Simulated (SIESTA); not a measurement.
**ScAl3: band structure with LDA**

ScAl3:

```
Sc Al
1.0
     4.08781    0.00000    0.00000
     0.00000    4.08781    0.00000
     0.00000    0.00000    4.08781
Sc Al
1 3
Direct
  0.00000 0.00000 0.00000
  0.50000 0.50000 0.00000
  0.00000 0.50000 0.50000
  0.50000 0.00000 0.50000
```

The cell is a database's computed one.

```yaml
Program: SIESTA 5.4.2
Task: band structure
Functional: LDA
Potentials_or_basis: PseudoDojo 0.4 standard (LDA files)
Basis: DZP (energy shift 0.003 Ry; two zetas on semicore shells)
Grid_cutoff: 800 Ry
Energy_shift: 0.003 Ry
k_mesh: 7 × 7 × 7
Occupations: fermi-dirac, width 0.05 eV
Spin: no spin polarisation
```

| Quantity | Value |
| --- | --- |
| Pressure | -3.8 GPa |
| Band gap on the k mesh | none (metal or under the smearing width) |

Levels at the corners of the path, in eV from the Fermi level:
| point | band 7 | band 8 | band 9 | band 10 | band 11 | band 12 | band 13 | band 14 |
| --- | --- | --- | --- | --- | --- | --- | --- | --- |
| Γ | -2.51 | -1.69 | -1.69 | -1.69 | 1.35 | 1.35 | 1.35 | 1.54 |
| X | -1.63 | -1.63 | -1.40 | 0.96 | 1.12 | 1.12 | 1.52 | 1.68 |
| M | -5.52 | -4.26 | -0.46 | -0.46 | 1.34 | 1.47 | 2.10 | 2.51 |
| Γ | -2.51 | -1.69 | -1.69 | -1.69 | 1.35 | 1.35 | 1.35 | 1.54 |
| R | -4.63 | -4.32 | -2.83 | -2.83 | -2.83 | 1.10 | 2.62 | 2.62 |
| X | -1.63 | -1.63 | -1.40 | 0.96 | 1.12 | 1.12 | 1.52 | 1.68 |
| M | -5.52 | -4.26 | -0.46 | -0.46 | 1.34 | 1.47 | 2.10 | 2.51 |
| R | -4.63 | -4.32 | -2.83 | -2.83 | -2.83 | 1.10 | 2.62 | 2.62 |

It took 4.1 min on 1 thread of Arm Neoverse V2 (shared host), peak memory 0.71 GiB.

Caveat: the basis of atomic orbitals isn't converged, which shifts pressures, moduli and gaps.
